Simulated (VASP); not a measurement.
**BiTe: optical spectrum with PBE**

Crystal: BiTe.

```xyz
2
Lattice="2.4227 1.3988 3.3173 -2.4227 1.3988 3.3173 0.0000 -2.7975 3.3173" Properties=species:S:1:pos:R:3 pbc="T T T"
Bi    0.0000    0.0000    4.9759
Te    0.0000    0.0000    0.0000
```

The cell comes from a database or a generator and needn't be the stable form of this composition.

| Item | Value |
| --- | --- |
| Program | VASP 6.6.1 |
| Task | optical spectrum |
| Functional | PBE |
| Potentials or basis | VASP PAW PBE potentials, release 64 (Bi_d, Te) |
| Cutoff | 520 eV |
| k mesh | 7 × 7 × 7 |
| Occupations | gaussian, width 0.02 eV |
| Spin | no spin polarisation |
| Further INCAR settings | ALGO = Normal; EDIFF = 1e-06; NBANDS = 58 |

The pressure is 0.1 GPa. The band gap on the k mesh is none (metal or under the smearing width).

Stress tensor (GPa, compression positive):
```
 0.20  0.00  0.00
 0.00  0.20  0.00
 0.00  0.00 -0.05
```

Levels at points of the mesh, in eV from the Fermi level:
```
           k point  band 7  band 8  band 9  band 10  band 11  band 12  band 13  band 14
(0.00, 0.00, 0.00)   -8.33   -2.96   -2.96    -1.66     1.83     2.45     2.45     4.02
```

Dielectric function (mean over the directions given):
```csv
energy (eV),real part,imaginary part
0.74,-121.94,52.64
1.18,-19.04,25.34
1.69,-22.59,29.94
2.21,-19.38,7.43
2.65,-13.80,8.61
3.17,-8.15,2.38
3.68,-5.14,2.81
4.13,-4.03,2.06
4.64,-1.68,1.46
5.16,0.34,1.50
5.60,3.24,2.85
6.11,0.70,6.30
6.63,-1.29,4.73
7.15,-1.84,5.16
7.59,-2.91,3.81
8.10,-1.87,2.02
8.62,-1.80,2.11
9.06,-1.70,1.61
9.58,-1.20,1.05
10.09,-1.06,1.10
10.53,-0.73,1.13
11.05,-0.58,0.92
11.57,-0.47,0.73
12.01,-0.40,1.15
12.52,-0.20,0.91
13.04,-0.33,0.78
13.55,-0.19,0.73
14.00,-0.23,0.72
14.51,-0.16,0.65
15.03,-0.19,0.42
15.47,-0.19,0.45
15.98,-0.07,0.28
16.50,0.14,0.22
16.94,0.20,0.26
17.46,0.21,0.22
17.97,0.28,0.17
18.42,0.30,0.15
18.93,0.37,0.14
19.45,0.42,0.13
19.96,0.48,0.12
```

It took 77 s on 1 thread of Intel(R) Xeon(R) Platinum 8488C (Sapphire Rapids) (shared host), peak memory 0.34 GiB.

Caveat: spectra need much finer meshes, so this one isn't converged; independent-particle spectra lack excitons; the intraband (Drude) part of a metal's response may be missing; spin-orbit coupling is left out, which moves the levels of the heavy elements.
